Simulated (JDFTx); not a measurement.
Runs of JDFTx 1.7.0 (patched build) on Nb. Symmetry: Im-3m, No. 229, cubic system. Conventional cell: a = 3.328 Å, b = 3.328 Å, c = 3.328 Å, α = 90.00°, β = 90.00°, γ = 90.00°. Nb (site symmetry m-3m) has 8 Nb at 2.88 Å as nearest neighbours. 

| task | level | potentials or basis | cell | cutoff (eV) | further solve for the empty bands | gap on the mesh (eV) | pressure (GPa) | relaxed volume (Å³/atom) |
| --- | --- | --- | --- | --- | --- | --- | --- | --- |
| relaxation of cell and atoms | PBE | PseudoDojo-SR-PBE-0.5-standard with smoothed tails | relaxed | 1116 | no | none | 0.0 | 18.22 |
| single point | PBEsol | PseudoDojo-SR-PBEsol-0.4.1-standard with smoothed tails | cell strained at random at fixed volume | 1116 | yes | none | -7.8 | - |
| single point | PBEsol | PseudoDojo-SR-PBEsol-0.4.1-standard with smoothed tails | as given | 1116 | yes | none | -7.7 | - |
| relaxation of cell and atoms | PBE | PseudoDojo-SR-PBE-0.5-stringent with smoothed tails | relaxed | 1116 | no | none | 0.0 | 18.22 |
| relaxation of cell and atoms | PBE | SPMS-PBE-1.0 with smoothed tails | relaxed | 1088 | no | none | 0.0 | (a) |

Alike in all rows: no spin polarisation; k mesh 11 × 11 × 11; smearing fermi-dirac 0.05 eV.

Question: Fill in the values left out.

Answer: (a) 18.23.

A k mesh can miss the band edges, and the runs leave out spin-orbit coupling on Nb.

A gap of «none» marks a metal or a gap under the smearing width.
